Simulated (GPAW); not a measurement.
Set up this calculation in GPAW 26.7.0, as an ASE script.

```yaml
Task: single point
Functional: PBE
Potentials_or_basis: GPAW PAW data sets (gpaw-data 1.2.1)
Cutoff: 800 eV
Basis: pw
k_mesh: 12 × 12 × 4
Occupations: gaussian, width 0.02 eV
Spin: no spin polarisation
Maxiter: 150
```

The structure of BN lies in POSCAR:

```
BN
1.0
    2.4982400000      0.0000000000      0.0000000000
   -1.2491200000      2.1635393048      0.0000000000
    0.0000000000      0.0000000000      6.6357000000
N B
2 2
Direct
    0.6666666667      0.3333333333      0.2500000000
    0.3333333333      0.6666666667      0.7500000000
    0.6666666667      0.3333333333      0.7500000000
    0.3333333333      0.6666666667      0.2500000000
```

One way to write it, as run:

run.py

```python
from ase.dft.bandgap import bandgap
from ase.io import read, write
from ase.units import GPa
from gpaw import GPAW, PW

atoms = read('POSCAR')

calc = GPAW(mode=PW(800),
            xc='PBE',
            kpts={'size': (12, 12, 4), 'gamma': True},
            occupations={'name': 'methfessel-paxton', 'order': 0, 'width': 0.02},
            nbands=18,
            convergence={'density': 1e-05, 'energy': 1e-05},
            maxiter=150,
            txt='gpaw.txt')
atoms.calc = calc
energy = atoms.get_potential_energy()
forces = atoms.get_forces()
stress = atoms.get_stress()
calc.write('gs.gpw')
write('result.traj', atoms)
print(f'Energy: {energy:.6f} eV')
print('Forces (eV/A):')
print(forces.round(4))
print('Stress (GPa):', (stress / GPa).round(3))
print('Fermi level:', round(calc.get_fermi_level(), 4), 'eV')
print(f'Gap: {bandgap(calc)[0]:.4f} eV, direct: {bandgap(calc, direct=True)[0]:.4f} eV')
```

Potentials or basis: GPAW PAW data sets (gpaw-data 1.2.1), pw.

The run is started by

```bash
$ OMP_NUM_THREADS=1 python run.py
```

It gave:

```
Pressure               : 4.3 GPa
Band gap on the k mesh : 4.29 eV, indirect (least direct gap 4.66 eV)
```

Caveat: this functional lacks dispersion, which binds the layers, so the pressure and a relaxed spacing across them are unreliable.

Wall time 48 s on 1 thread of Arm Neoverse V1, on a shared host, peak memory 0.2 GiB.
